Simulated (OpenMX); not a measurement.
The system is Sb.

```xyz
2
Lattice="2.1542 1.2437 3.7580 -2.1542 1.2437 3.7580 0.0000 -2.4875 3.7580" Properties=species:S:1:pos:R:3 pbc="T T T"
Sb    0.0000    0.0000    8.6416
Sb    0.0000    0.0000    2.6324
```

Base run:

- Program: OpenMX 3.8.5
- Functional: PBE
- Potentials or basis: OpenMX 2013 PBE set, Sb7.0-s3p2d2, grid cutoff 260 Ry
- k mesh: 9 × 9 × 9
- Occupations: fermi-dirac, width 0.05 eV
- Spin: no spin polarisation

Its results: band gap on the k mesh 0.11 eV, indirect (least direct gap 0.50 eV); pressure 5.2 GPa; largest force 0.478 eV/Å.

Q: The run is repeated on the same cell with these changes: potentials or basis from OpenMX 2013 PBE set, Sb7.0-s3p2d2, grid cutoff 260 Ry to OpenMX 2013 PBE set, Sb7.0-s3p2d2, grid cutoff 700 Ry; k mesh from 9 × 9 × 9 to 7 × 7 × 7. What comes out?

A: Band gap on the k mesh 0.33 eV, indirect (least direct gap 0.64 eV); pressure 4.5 GPa; largest force 0.441 eV/Å.

Caveats: spin-orbit coupling is left out, which moves the levels of the heavy elements; an odd mesh through Γ misses points on the zone boundary, where band edges often lie; the basis of atomic orbitals isn't converged, which shifts pressures, moduli and gaps; the real-space grid is coarse for these elements, which adds noise of up to some 20 meV/atom to energies and shifts forces, pressures and volumes (some runs).

Not every run made on this cell is shown here.
